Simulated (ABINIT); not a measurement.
## Quasiparticle gap of RbCl (Fm-3m) in ABINIT

Wanted: ground state, empty states, screening and self-energy for RbCl (Fm-3m).

Main program and level: ABINIT 10.8.3; PBE and many-body steps on it, plane waves.

### 1. The starting structure

The structure is cubic, space group Fm-3m (No. 225). Conventional cell: a = 6.579 Å, b = 6.579 Å, c = 6.579 Å, α = 90.00°, β = 90.00°, γ = 90.00°. Nearest to Rb lie 6 Cl at 3.29 Å. Cl has 6 Rb at 3.29 Å nearest. Farther neighbours and most contacts between anions are not listed.

The cell and positions come from the Crystallography Open Database and are kept as given unless a step says otherwise.

### 2. Ground state

This step: ABINIT 10.8.3; DFT, PBE, plane waves, norm-conserving pseudopotentials.

The ground-state density comes first.

The input, run.abi:

```
acell 3*1.0 Angstrom
rprim 
  -0.000000000000 3.289500000000 3.289500000000
  3.289500000000 -0.000000000000 3.289500000000
  3.289500000000 3.289500000000 -0.000000000000
ntypat 2
znucl 37 17
natom 2
typat 1 2
xred 
  0.000000000000 0.000000000000 0.000000000000
  0.500000000000 0.500000000000 0.500000000000
pp_dirpath "pseudos"
pseudos "Rb.upf, Cl.upf"
ecut 25
ngkpt 6 6 6
nshiftk 1
shiftk 0 0 0
kptopt 1
chksymbreak 0
nband 13
occopt 1
tolvrs 1e-10
nstep 60
prtwf 0
optforces 0
optstress 0
indata_prefix "in"
outdata_prefix "out"
tmpdata_prefix "tmp"
```

Command:

```console
$ OMP_NUM_THREADS=1 mpirun -n 4 abinit run.abi > log
```

Numbers of over 12 decimals in the logs are rounded to 6 here.

Log:

```text
.Version 10.8.3 of ABINIT. v10.8.2 released Aug 2026.

 Symmetries : space group Fm -3 m (#225); Bravais cF (face-center cubic)
================================================================================
 Values of the parameters that define the memory need of the present run
     intxc =       0    ionmov =       0      iscf =       7    lmnmax =       6
     lnmax =       6     mgfft =      40  mpssoang =       3    mqgrid =    3001
     natom =       2  nloc_mem =       1    nspden =       1   nspinor =       1
    nsppol =       1      nsym =      48    n1xccc =    2501    ntypat =       2
    occopt =       1   xclevel =       2
-    mband =          13        mffmem =           1         mkmem =           4
       mpw =        2882          nfft =       64000          nkpt =          16
================================================================================
  Rough estimation (10% accuracy) of disk space for files :
================================================================================

--------------------------------------------------------------------------------
------------- Echo of variables that govern the present computation ------------
--------------------------------------------------------------------------------
 -outvars: echo values of preprocessed input variables --------
            acell      1.8897261259E+00  1.8897261259E+00  1.8897261259E+00 Bohr

      chksymbreak           0
             ecut      2.50000000E+01 Hartree
-          fftalg         312

              ixc     -101130
              kpt      0.00000000E+00  0.00000000E+00  0.00000000E+00
                       1.66666667E-01  0.00000000E+00  0.00000000E+00
                       3.33333333E-01  0.00000000E+00  0.00000000E+00
                       5.00000000E-01  0.00000000E+00  0.00000000E+00
                       1.66666667E-01  1.66666667E-01  0.00000000E+00
                       3.33333333E-01  1.66666667E-01  0.00000000E+00
                       5.00000000E-01  1.66666667E-01  0.00000000E+00
                      -3.33333333E-01  1.66666667E-01  0.00000000E+00
                      -1.66666667E-01  1.66666667E-01  0.00000000E+00
   [... 5 further rows ...]
                      -3.33333333E-01  3.33333333E-01  1.66666667E-01
                      -3.33333333E-01  5.00000000E-01  1.66666667E-01
         kptrlatt        6    0    0      0    6    0      0    0    6
          kptrlen      5.27466651E+01
P           mkmem           4
            natom           2
            nband          13
            ngfft          40      40      40
             nkpt          16
            nstep          60
             nsym          48
           ntypat           2
              occ      2.000000  2.000000  2.000000  2.000000  2.000000  2.000000
                       2.000000  2.000000  0.000000  0.000000  0.000000  0.000000
                       0.000000
        optforces           0
        optstress           0
            prtwf           0
            rprim     -0.0000000000E+00  3.2895000000E+00  3.2895000000E+00
[...]
spgroup         225

           tolvrs      1.00000000E-10

             xred      0.0000000000E+00  0.0000000000E+00  0.0000000000E+00
[...]
znucl       37.00000   17.00000

================================================================================

 chkinp: Checking input parameters for consistency.

================================================================================
== DATASET  1 ==================================================================
-   mpi_nproc: 4, omp_nthreads: 1 (-1 if OMP is not activated)

--- !DatasetInfo
iteration_state: {dtset: 1, }
dimensions: {natom: 2, nkpt: 16, mband: 13, nsppol: 1, nspinor: 1, nspden: 1, mpw: 2882, }
cutoff_energies: {ecut:  25.0, pawecutdg:  -1.0, }
electrons: {nelect:   1.60000000E+01, charge:   0.00000000E+00, occopt:   1.00000000E+00, tsmear:   1.00000000E-02, }

 Real(R)+Recip(G) space primitive vectors, cartesian coordinates (Bohr,Bohr^-1):
 R(1)=  0.0000000  6.2162541  6.2162541  G(1)= -0.0804343  0.0804343  0.0804343
 R(2)=  6.2162541  0.0000000  6.2162541  G(2)=  0.0804343 -0.0804343  0.0804343
 R(3)=  6.2162541  6.2162541  0.0000000  G(3)=  0.0804343  0.0804343 -0.0804343
 Unit cell volume ucvol=  4.8041468E+02 bohr^3
 Angles (23,13,12)=  6.00000000E+01  6.00000000E+01  6.00000000E+01 degrees

 getcut: wavevector=  0.0000  0.0000  0.0000  ngfft=  40  40  40
         ecut(hartree)=     25.000   => boxcut(ratio)=   2.02153

--- Pseudopotential description ------------------------------------------------
- Rb Generated using ONCVPSP code by D. R. Hamann
- 37.00000   9.00000  171031                  znucl, zion, pspdat
12 -101130 2 -1 2308                          pspcod,pspxc,lmax,lloc,mmax
     nproj     2     2     2
  pspatm : epsatm=   34.45470878
         --- l  ekb(1:nproj) -->
[...]
pspatm: atomic psp has been read  and splines computed

- Cl Generated using ONCVPSP code by D. R. Hamann
- 17.00000   7.00000  171031                  znucl, zion, pspdat
12 -101130 2 -1 1028                          pspcod,pspxc,lmax,lloc,mmax
     nproj     2     2     2
  pspatm : epsatm=    9.12776517
         --- l  ekb(1:nproj) -->
[...]
2   -2.938609   -0.805455
 pspatm: atomic psp has been read  and splines computed

   6.97319583E+02                                ecore*ucvol(ha*bohr**3)
--------------------------------------------------------------------------------

_setup2: Arith. and geom. avg. npw (full set) are    2866.644    2866.618

================================================================================

--- !BeginCycle
iteration_state: {dtset: 1, }
solver: {iscf: 7, nstep: 60, nline: 4, wfoptalg: 0, }
tolerances: {tolvrs: 1.00E-10, }

     iter   Etot(hartree)      deltaE(h)  residm     vres2
 ETOT  1  -43.588869736832    -4.359E+01 2.489E-02 1.263E+02
 ETOT  2  -43.615856687395    -2.699E-02 2.413E-02 1.058E+01
 ETOT  3  -43.618004986418    -2.148E-03 2.450E-03 1.147E+00
 ETOT  4  -43.618079159929    -7.417E-05 7.554E-04 5.309E-02
 ETOT  5  -43.618080732834    -1.573E-06 3.492E-04 1.677E-03
 ETOT  6  -43.618080786733    -5.390E-08 4.893E-04 1.010E-05
 ETOT  7  -43.618080787481    -7.480E-10 1.893E-04 9.064E-08
 ETOT  8  -43.618080787486    -4.498E-12 2.569E-04 2.262E-09
 ETOT  9  -43.618080787487    -1.052E-12 9.161E-05 1.738E-11

 At SCF step    9       vres2   =  1.74E-11 < tolvrs=  1.00E-10 =>converged.

--- !ResultsGS
iteration_state: {dtset: 1, }
comment   : Summary of ground state results
lattice_vectors:
- [ -0.0000000,   6.2162541,   6.2162541, ]
- [  6.2162541,  -0.0000000,   6.2162541, ]
- [  6.2162541,   6.2162541,  -0.0000000, ]
lattice_lengths: [   8.79111,    8.79111,    8.79111, ]
lattice_angles: [ 60.000,  60.000,  60.000, ] # degrees, (23, 13, 12)
lattice_volume:   4.8041468E+02
convergence: {deltae: -1.052E-12, res2:  1.738E-11, residm:  9.161E-05, diffor:  0.000E+00, }
etotal    :  -4.36180808E+01
entropy   :   0.00000000E+00
fermie    :  -5.17815654E-02
cartesian_stress_tensor: null
pressure_GPa: null
xred      :
- [  0.0000E+00,   0.0000E+00,   0.0000E+00, Rb]
- [  5.0000E-01,   5.0000E-01,   5.0000E-01, Cl]
cartesian_forces: null
force_length_stats: {min: null, max: null, mean: null, }

 Integrated electronic density in atomic spheres:
 ------------------------------------------------
 Atom  Sphere_radius  Integrated_density
    1        2.00000          5.99904313
    2        2.00000          5.05345780
================================================================================

 ----iterations are completed or convergence reached----

 Mean square residual over all n,k,spin=   51.974E-08; max=  91.609E-06
 reduced coordinates (array xred) for    2 atoms
       0.000000000000      0.000000000000      0.000000000000
       0.500000000000      0.500000000000      0.500000000000
 rms dE/dt=  0.0000E+00; max dE/dt=  0.0000E+00; dE/dt below (all hartree)
    1       0.000000000000      0.000000000000      0.000000000000
    2       0.000000000000      0.000000000000      0.000000000000

 cartesian coordinates (angstrom) at end:
    1      0.000000     0.000000     0.000000
    2      3.289500     3.289500     3.289500
 length scales=  1.889726125908  1.889726125908  1.889726125908 bohr
              =  1.000000000000  1.000000000000  1.000000000000 angstroms
 prteigrs : about to open file out_EIG
 Fermi (or HOMO) energy (hartree) =  -0.05178   Average Vxc (hartree)=  -0.27552
 Eigenvalues (hartree) for nkpt=  16  k points:
 kpt#   1, nband= 13, wtk=  0.00463, kpt=  0.0000  0.0000  0.0000 (reduced coord)
  -0.93113   -0.49275   -0.34474   -0.34474   -0.34474   -0.05178   -0.05178   -0.05178
   0.13206    0.24174    0.24174    0.24174    0.27745
 prteigrs : prtvol=0 or 1, do not print more k-points.

--- !EnergyTerms
iteration_state     : {dtset: 1, }
comment             : Components of total free energy in Hartree
kinetic             :  1.28844880965920E+01
hartree             :  7.90952657297169E+00
xc                  : -1.16000809857032E+01
Ewald energy        : -2.94927782218083E+01
psp_core            :  1.45149515998135E+00
local_psp           : -2.58845536564372E+01
non_local_psp       :  1.11382224691694E+00
total_energy        : -4.36180807874866E+01
total_energy_eV     : -1.18690844361670E+03
band_energy         : -5.31176680544894E+00

== END DATASET(S) ==============================================================
================================================================================

 -outvars: echo values of variables after computation  --------
           etotal     -4.3618080787E+01
            nband          13
             nkpt          16
          spgroup         225
 [... the other variables as echoed above ...]

 Calculation completed.
```

Elapsed: 5.7 s, on 4 MPI ranks of Arm Neoverse V2, shared host; peak memory 0.29 GiB; 22 s of CPU time.

Numbers from this step:

```yaml
total_energy: -1186.9084 eV
gap: 5.003 eV
k_of_the_valence_top: 0, 0, 0
k_of_the_conduction_bottom: 0, 0, 0
least_direct_gap: 5.003 eV
```

The gap is direct, at Γ.

### 3. Bands along the symmetry lines

The cheap functional maps the bands first; the places of the edges decide which points the dearer methods must see.

The input, run.abi:

```
acell 3*1.0 Angstrom
rprim 
  -0.000000000000 3.289500000000 3.289500000000
  3.289500000000 -0.000000000000 3.289500000000
  3.289500000000 3.289500000000 -0.000000000000
ntypat 2
znucl 37 17
natom 2
typat 1 2
xred 
  0.000000000000 0.000000000000 0.000000000000
  0.500000000000 0.500000000000 0.500000000000
pp_dirpath "pseudos"
pseudos "Rb.upf, Cl.upf"
ecut 25
iscf -2
irdden 1
kptopt 0
nkpt 50
kpt 
  0.00000000 0.00000000 0.00000000
  0.06250000 0.00000000 0.06250000
  0.12500000 0.00000000 0.12500000
  0.18750000 0.00000000 0.18750000
  0.25000000 0.00000000 0.25000000
  0.31250000 0.00000000 0.31250000
  0.37500000 0.00000000 0.37500000
  0.43750000 0.00000000 0.43750000
  0.50000000 0.00000000 0.50000000
  0.51562500 0.03125000 0.51562500
  0.53125000 0.06250000 0.53125000
  0.54687500 0.09375000 0.54687500
  0.56250000 0.12500000 0.56250000
  0.57812500 0.15625000 0.57812500
  0.59375000 0.18750000 0.59375000
  0.60937500 0.21875000 0.60937500
  0.62500000 0.25000000 0.62500000
  0.37500000 0.37500000 0.75000000
  0.32812500 0.32812500 0.65625000
  0.28125000 0.28125000 0.56250000
  0.23437500 0.23437500 0.46875000
  0.18750000 0.18750000 0.37500000
  0.14062500 0.14062500 0.28125000
  0.09375000 0.09375000 0.18750000
  0.04687500 0.04687500 0.09375000
  0.00000000 0.00000000 0.00000000
  0.06250000 0.06250000 0.06250000
  0.12500000 0.12500000 0.12500000
  0.18750000 0.18750000 0.18750000
  0.25000000 0.25000000 0.25000000
  0.31250000 0.31250000 0.31250000
  0.37500000 0.37500000 0.37500000
  0.43750000 0.43750000 0.43750000
  0.50000000 0.50000000 0.50000000
  0.50000000 0.46875000 0.53125000
  0.50000000 0.43750000 0.56250000
  0.50000000 0.40625000 0.59375000
  0.50000000 0.37500000 0.62500000
  0.50000000 0.34375000 0.65625000
  0.50000000 0.31250000 0.68750000
  0.50000000 0.28125000 0.71875000
  0.50000000 0.25000000 0.75000000
  0.50000000 0.21875000 0.71875000
  0.50000000 0.18750000 0.68750000
  0.50000000 0.15625000 0.65625000
  0.50000000 0.12500000 0.62500000
  0.50000000 0.09375000 0.59375000
  0.50000000 0.06250000 0.56250000
  0.50000000 0.03125000 0.53125000
  0.50000000 0.00000000 0.50000000
istwfk *1
nband 15
nbdbuf 2
tolwfr 1e-08
nstep 40
prtwf 0
prtvol 0
indata_prefix "in"
outdata_prefix "out"
tmpdata_prefix "tmp"
```

Log:

```text
.Version 10.8.3 of ABINIT. v10.8.2 released Aug 2026.

 Symmetries : space group Fm -3 m (#225); Bravais cF (face-center cubic)
[... echo of the input left out ...]
== DATASET  1 ==================================================================
-   mpi_nproc: 4, omp_nthreads: 1 (-1 if OMP is not activated)

--- !DatasetInfo
iteration_state: {dtset: 1, }
dimensions: {natom: 2, nkpt: 50, mband: 15, nsppol: 1, nspinor: 1, nspden: 1, mpw: 2886, }
cutoff_energies: {ecut:  25.0, pawecutdg:  -1.0, }
electrons: {nelect:   1.60000000E+01, charge:   0.00000000E+00, occopt:   1.00000000E+00, tsmear:   1.00000000E-02, }

 Real(R)+Recip(G) space primitive vectors, cartesian coordinates (Bohr,Bohr^-1):
 R(1)=  0.0000000  6.2162541  6.2162541  G(1)= -0.0804343  0.0804343  0.0804343
 R(2)=  6.2162541  0.0000000  6.2162541  G(2)=  0.0804343 -0.0804343  0.0804343
 R(3)=  6.2162541  6.2162541  0.0000000  G(3)=  0.0804343  0.0804343 -0.0804343
 Unit cell volume ucvol=  4.8041468E+02 bohr^3
 Angles (23,13,12)=  6.00000000E+01  6.00000000E+01  6.00000000E+01 degrees

 getcut: wavevector=  0.0000  0.0000  0.0000  ngfft=  40  40  40
         ecut(hartree)=     25.000   => boxcut(ratio)=   2.02153

--- Pseudopotential description ------------------------------------------------
- Rb Generated using ONCVPSP code by D. R. Hamann
- 37.00000   9.00000  171031                  znucl, zion, pspdat
12 -101130 2 -1 2308                          pspcod,pspxc,lmax,lloc,mmax
     nproj     2     2     2
  pspatm : epsatm=   34.45470878
         --- l  ekb(1:nproj) -->
             0    8.246201   -0.469081
             1    3.243116   -0.369397
             2   -1.026759    0.985281
 pspatm: atomic psp has been read  and splines computed

- Cl Generated using ONCVPSP code by D. R. Hamann
- 17.00000   7.00000  171031                  znucl, zion, pspdat
12 -101130 2 -1 1028                          pspcod,pspxc,lmax,lloc,mmax
     nproj     2     2     2
  pspatm : epsatm=    9.12776517
         --- l  ekb(1:nproj) -->
[...]
pspatm: atomic psp has been read  and splines computed

--------------------------------------------------------------------------------

================================================================================
 prteigrs : about to open file out_EIG
 Non-SCF case, kpt    1 (  0.00000  0.00000  0.00000), residuals and eigenvalues=
  3.33E-09  7.47E-09  4.20E-09  5.27E-09  4.85E-09  2.84E-09  6.23E-09  4.31E-09
  8.71E-09  4.83E-09  6.22E-09  7.14E-09  3.81E-09  6.20E-09  7.98E-09
 -9.3113E-01 -4.9275E-01 -3.4474E-01 -3.4474E-01 -3.4474E-01 -5.1782E-02
 -5.1782E-02 -5.1782E-02  1.3206E-01  2.4174E-01  2.4174E-01  2.4174E-01
[...]
Non-SCF case, kpt    2 (  0.06250  0.00000  0.06250), residuals and eigenvalues=
  4.18E-09  3.21E-09  2.62E-09  5.89E-09  3.66E-09  4.03E-09  3.50E-09  9.55E-09
[...]
5.19E-09  7.05E-09  4.12E-09  8.74E-09  2.92E-09  6.25E-09  4.09E-09  9.70E-09
  7.43E-09  3.14E-09  3.73E-09  4.62E-09  4.57E-09  3.53E-09  3.84E-08
[...]
Non-SCF case, kpt   49 (  0.50000  0.03125  0.53125), residuals and eigenvalues=
[...]
Non-SCF case, kpt   50 (  0.50000  0.00000  0.50000), residuals and eigenvalues=
[...]
-9.3038E-01 -4.9099E-01 -3.5421E-01 -3.4846E-01 -3.4846E-01 -6.3521E-02
 -5.5502E-02 -5.5502E-02  1.7630E-01  2.4468E-01  3.0532E-01  3.1736E-01
[...]
--- !ResultsGS
iteration_state: {dtset: 1, }
comment   : Summary of ground state results
lattice_vectors:
- [ -0.0000000,   6.2162541,   6.2162541, ]
- [  6.2162541,  -0.0000000,   6.2162541, ]
- [  6.2162541,   6.2162541,  -0.0000000, ]
lattice_lengths: [   8.79111,    8.79111,    8.79111, ]
lattice_angles: [ 60.000,  60.000,  60.000, ] # degrees, (23, 13, 12)
lattice_volume:   4.8041468E+02
convergence: {deltae:  0.000E+00, res2:  0.000E+00, residm:  1.000E-08, diffor:  0.000E+00, }
etotal    :  -4.36180808E+01
entropy   :   0.00000000E+00
fermie    :  -5.17815654E-02
cartesian_stress_tensor: null
pressure_GPa: null
xred      :
- [  0.0000E+00,   0.0000E+00,   0.0000E+00, Rb]
- [  5.0000E-01,   5.0000E-01,   5.0000E-01, Cl]
cartesian_forces: null
force_length_stats: {min: null, max: null, mean: null, }

 Integrated electronic density in atomic spheres:
 ------------------------------------------------
 Atom  Sphere_radius  Integrated_density
[...]
================================================================================

 ----iterations are completed or convergence reached----

 Mean square residual over all n,k,spin=   60.239E-10; max=  99.995E-10
 reduced coordinates (array xred) for    2 atoms
       0.000000000000      0.000000000000      0.000000000000
       0.500000000000      0.500000000000      0.500000000000

 cartesian coordinates (angstrom) at end:
    1      0.000000     0.000000     0.000000
    2      3.289500     3.289500     3.289500
 length scales=  1.889726125908  1.889726125908  1.889726125908 bohr
              =  1.000000000000  1.000000000000  1.000000000000 angstroms
 prteigrs : about to open file out_EIG
 Eigenvalues (hartree) for nkpt=  50  k points:
 kpt#   1, nband= 15, wtk=  1.00000, kpt=  0.0000  0.0000  0.0000 (reduced coord)
[...]
kpt#   2, nband= 15, wtk=  1.00000, kpt=  0.0625  0.0000  0.0625 (reduced coord)
[...]
kpt#   3, nband= 15, wtk=  1.00000, kpt=  0.1250  0.0000  0.1250 (reduced coord)
[...]
kpt#  49, nband= 15, wtk=  1.00000, kpt=  0.5000  0.0313  0.5313 (reduced coord)
  -0.93038   -0.49104   -0.35415   -0.34851   -0.34830   -0.06348   -0.05600   -0.05562
   0.17725    0.24593    0.30330    0.31831    0.32865    0.37921    0.38018
 kpt#  50, nband= 15, wtk=  1.00000, kpt=  0.5000  0.0000  0.5000 (reduced coord)
  -0.93038   -0.49099   -0.35421   -0.34846   -0.34846   -0.06352   -0.05550   -0.05550
   0.17630    0.24468    0.30532    0.31736    0.32950    0.37914    0.37914

== END DATASET(S) ==============================================================
================================================================================

 -outvars: echo values of variables after computation  --------
            nband          15
             nkpt          50
          spgroup         225
 [... the other variables as echoed above ...]

 Calculation completed.
```

The job ended after 9.8 s (4 MPI ranks; peak memory 0.27 GiB; 39 s of CPU time).

This step gave:

- gap: 5.003 eV
- k of the valence top: 0, 0, 0
- k of the conduction bottom: 0, 0, 0
- least direct gap: 5.003 eV

The gap is 5.003 eV, as in the run before at this level.

Electronic bands along the path, in eV, zero at the top of the highest filled band; v1 is the highest filled band, c1 the lowest empty one:

```
    point     v4     v3     v2     v1    c1    c2     c3     c4
        Γ  -7.97   0.00   0.00   0.00  5.00  7.99   7.99   7.99
  halfway  -7.99  -0.53  -0.07  -0.07  6.37  6.89   9.43   9.50
        X  -8.07  -0.32  -0.10  -0.10  6.21  8.07   9.72  10.04
  halfway  -8.06  -0.31  -0.19  -0.14  6.41  8.33   9.36  10.20
        U  -8.03  -0.40  -0.28  -0.22  6.95  8.71   9.06   9.75
jump to K  -8.03  -0.40  -0.28  -0.22  6.95  8.71   9.06   9.75
  halfway  -7.95  -0.59  -0.27  -0.11  6.66  7.61   8.82   9.51
        Γ  -7.97   0.00   0.00   0.00  5.00  7.99   7.99   7.99
  halfway  -7.96  -0.48  -0.18  -0.18  6.27  7.77   8.74   8.74
        L  -7.95  -0.86  -0.34  -0.34  7.75  7.98  10.16  10.16
  halfway  -7.96  -0.65  -0.29  -0.29  7.73  7.86   9.74   9.90
        W  -7.96  -0.44  -0.24  -0.24  7.67  7.67   9.34   9.37
  halfway  -8.02  -0.30  -0.27  -0.15  6.61  8.53   8.99  10.05
        X  -8.07  -0.32  -0.10  -0.10  6.21  8.07   9.72  10.04
```

[end of part 1 of 2]

[Paths, hosts, dates, memory and timing lines, banners, echoed tables and standing remarks are left out of the program output.]

[Logs are printed without paths, hosts, clocks, repeated set-up lines and the standing remarks that a program may print on its own settings, such as how far it seeks lower states.]

[Runs of the session that timed out or met a known fault of the program may be left out.]

[Hosts, paths, dates, database ids (printed as entryN), source tags and the programs' standing remarks are cut or masked in the printed files.]

[G0W0 gaps are taken among the corrected bands and points alone; a level outside them can change the order at an edge.]

[Where Ansatz stands beside ABINIT at settings called matched, ABINIT's density can come from a denser mesh and the files from another edition; pairs whose starting gaps differed by over 0.03 eV were left out, so agreement reads better than it is.]
